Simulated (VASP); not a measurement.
Input of a VASP 6.6.1 run:

POSCAR

```
BeTe
1.0
    0.0000000000      2.7700000000      2.7700000000
    2.7700000000      0.0000000000      2.7700000000
    2.7700000000      2.7700000000      0.0000000000
Te Be
1 1
Direct
    0.7500000000      0.7500000000      0.7500000000
    0.0000000000      0.0000000000      0.0000000000
```

The input INCAR.step1:

```
PREC     = Accurate       # precision mode
ENCUT    = 520            # plane-wave cutoff, eV
EDIFF    = 1E-5           # SCF threshold, eV
ISMEAR   = 0              # smearing method
SIGMA    = 0.02           # smearing width, eV
LREAL    = F              # projectors in reciprocal space
LASPH    = T              # aspherical terms in the spheres
NELM     = 100            # most SCF steps
ALGO     = Normal         # electronic algorithm
ISIF     = 2              # what is computed and relaxed
LWAVE    = T              # write WAVECAR
LCHARG   = F              # write CHGCAR
NBANDS   = 11             # bands
GGA      = PE             # functional
KPAR     = 4
```

The input INCAR.step2:

```
PREC     = Accurate       # precision mode
ENCUT    = 520            # plane-wave cutoff, eV
EDIFF    = 1E-6           # SCF threshold, eV
ISMEAR   = 0              # smearing method
SIGMA    = 0.02           # smearing width, eV
LREAL    = F              # projectors in reciprocal space
LASPH    = T              # aspherical terms in the spheres
NELM     = 100            # most SCF steps
ALGO     = Normal         # electronic algorithm
ISIF     = 2              # what is computed and relaxed
LWAVE    = F              # write WAVECAR
LCHARG   = F              # write CHGCAR
GGA      = PE             # functional
LHFCALC  = T              # exact exchange
HFSCREEN = 0.2            # screening, 1/A
PRECFOCK = Fast         
NBANDS   = 11             # bands
ISTART   = 1            
KPAR     = 4
```

KPOINTS

```
regular mesh
0
Gamma
  6 6 6
```

The input KPOINTS_OPT:

```
path GXWKGLUWLK,UX
12
line-mode
reciprocal
 0.0000000000  0.0000000000  0.0000000000  G
 0.5000000000  0.0000000000  0.5000000000  X

 0.5000000000  0.0000000000  0.5000000000  X
 0.5000000000  0.2500000000  0.7500000000  W

 0.5000000000  0.2500000000  0.7500000000  W
 0.3750000000  0.3750000000  0.7500000000  K

 0.3750000000  0.3750000000  0.7500000000  K
 0.0000000000  0.0000000000  0.0000000000  G

 0.0000000000  0.0000000000  0.0000000000  G
 0.5000000000  0.5000000000  0.5000000000  L

 0.5000000000  0.5000000000  0.5000000000  L
 0.6250000000  0.2500000000  0.6250000000  U

 0.6250000000  0.2500000000  0.6250000000  U
 0.5000000000  0.2500000000  0.7500000000  W

 0.5000000000  0.2500000000  0.7500000000  W
 0.5000000000  0.5000000000  0.5000000000  L

 0.5000000000  0.5000000000  0.5000000000  L
 0.3750000000  0.3750000000  0.7500000000  K

 0.6250000000  0.2500000000  0.6250000000  U
 0.5000000000  0.0000000000  0.5000000000  X
```

Potentials or basis: VASP PAW PBE potentials, release 64 (Te, Be).

Run with:

```sh
$ cat potpaw_PBE.64/Te/POTCAR potpaw_PBE.64/Be/POTCAR > POTCAR
$ cp INCAR.step1 INCAR
$ mpirun -np 4 vasp_std > vasp.out
$ cp INCAR.step2 INCAR
$ mpirun -np 4 vasp_std > vasp.out
```

(1) Estimate the band gap along the path.

(2) Estimate the band gap on the k mesh.

## Answers

(1) 2.52 eV, indirect (least direct gap 4.44 eV).

(2) 2.52 eV, indirect (least direct gap 4.44 eV).

Caveat: spin-orbit coupling is left out, which moves the levels of the heavy elements.
